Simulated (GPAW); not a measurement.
The system is BP.

```
P B
1.0
     0.00000    2.26900    2.26900
     2.26900    0.00000    2.26900
     2.26900    2.26900    0.00000
P B
1 1
Direct
  0.75000 0.75000 0.75000
  0.00000 0.00000 0.00000
```

Base run:

```yaml
Program: GPAW 26.7.0
Functional: BLYP
Potentials_or_basis: PAW data sets generated in the run's folder for this functional
Cutoff: 800 eV
Basis: pw
k_mesh: 10 × 10 × 10
Occupations: fermi-dirac, width 0.05 eV
Spin: no spin polarisation
```

Its results: band gap on the k mesh 1.51 eV, indirect (least direct gap 3.55 eV); pressure 6.2 GPa.

Task: After a change of settings the same cell gave: band gap on the k mesh 1.42 eV, indirect (least direct gap 3.60 eV); pressure 0.1 GPa. Which change was it?
A. functional from BLYP to LDA; potentials or basis from PAW data sets generated in the run's folder for this functional to the program's PAW data sets (release 1.2.1) made for this functional
B. functional from BLYP to r2SCAN; potentials or basis from PAW data sets generated in the run's folder for this functional to GPAW PAW data sets (gpaw-data 1.2.1)
C. functional from BLYP to PBEsol
D. functional from BLYP to RPBE; potentials or basis from PAW data sets generated in the run's folder for this functional to the program's PAW data sets (release 1.2.1) made for this functional

Result: B.

Caveats: the PAW data sets were made with another functional, which shifts forces and pressure a little (some runs).

Runs at the PBE level aren't shown here.
